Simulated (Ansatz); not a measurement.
# Lattice vibrations of HfS$_{2}$ at Γ at -1 GPa

These are results of DFT PBE+D3(BJ), scalar-relativistic, plane waves, PAW (Ansatz 0.2.0), not measurements. Plane waves to 420 eV; Γ-centred k mesh 12×12×6; fixed occupations. No spin polarisation. Phonons by linear response, acoustic sum rule imposed.

The cell, relaxed at -1 GPa:
```yaml
crystal:
  lattice:
    - [3.62441, 0.00000, 0.00000]
    - [-1.81220, 3.13883, 0.00000]
    - [0.00000, 0.00000, 5.93344]
  atoms:
    - { symbol: Hf, position: [0.00000, 0.00000, 0.00000] }
    - { symbol: S, position: [0.66667, 0.33333, 0.75512] }
    - { symbol: S, position: [0.33333, 0.66667, 0.24488] }
```

Spin–orbit coupling is left out, which matters for heavy elements.

Optical modes at Γ (transverse, no macroscopic field); i marks an imaginary frequency:
```tsv
frequency (meV)	degeneracy	IR intensity of the level ((D/Å)²/amu)
18.2	2	43.90
31.5	2	0.00
37.4	1	1.67
40.2	1	0.00
```

All 6 optical modes at Γ are real: no displacement of atoms at fixed cell lowers the energy to second order. Strains and modes at other wave vectors aren't tested by this run.

| Quantity | Value |
| --- | --- |
| Electronic dielectric constant ε∞ (principal values) | 5.11, 10.18, 10.18 |
| Static dielectric constant ε0 (principal values) | 5.7, 42.3, 42.3 |
| Refractive index √ε∞, mean | 2.91 |
| Kohn–Sham gap on the mesh | 1.03 eV |
| Cost | 14 min on 1 thread of AMD EPYC 7R43 64-Core Processor (Zen 3) (shared host), peak memory 1.6 GiB |

Born effective charges (e):
| atom | Z*xx | Z*yy | Z*zz | mean |
| --- | --- | --- | --- | --- |
| Hf (atom 1) | 6.70 | 6.70 | 1.85 | 5.08 |
| S (atom 2) | -3.35 | -3.35 | -0.92 | -2.54 |